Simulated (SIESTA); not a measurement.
Runs of SIESTA 5.4.2 on Li2O. It takes space group Fm-3m (No. 225, cubic). The conventional cell has a = 4.654 Å, b = 4.654 Å, c = 4.654 Å, α = 90.00°, β = 90.00°, γ = 90.00°. O (site symmetry m-3m) has 8 Li at 2.02 Å as nearest neighbours. Li (site symmetry -43m) has 4 O at 2.02 Å as nearest neighbours. The cell comes from a database or a generator and needn't be the stable form of this composition.

```tsv
potentials or basis	gap on the mesh (eV)	pressure (GPa)
PseudoDojo 0.4 stringent (PBE files), DZP (energy shift 0.003 Ry; two zetas on semicore shells)	5.08	(a)
SG15 1.2 (PBE files) or PseudoDojo by element, DZP (energy shift 0.003 Ry; two zetas on semicore shells)	5.07	1.0
PseudoDojo 0.4 standard (PBE files), DZP (energy shift 0.003 Ry; two zetas on semicore shells)	5.08	0.2
SPMS 1.0 (PBE files) or PseudoDojo by element, DZP (energy shift 0.003 Ry; two zetas on semicore shells)	5.05	0.6
PseudoDojo 0.5 standard (PBE files), DZP (energy shift 0.003 Ry; two zetas on semicore shells)	5.08	0.2
Ansatz (PBE files), DZP (energy shift 0.003 Ry; two zetas on semicore shells)	5.07	(b)
```

Alike in all rows: task single point; level PBE; no spin polarisation; cell as given; k mesh 10 × 10 × 10; smearing fermi-dirac 0.05 eV; grid cutoff 800 Ry; energy shift 0.003 Ry.

Task: Estimate the missing entries.

Result: (a) 0.1; (b) -0.2.

Caveats: the basis of atomic orbitals isn't converged, which shifts pressures, moduli and gaps.

A k mesh can miss the band edges.
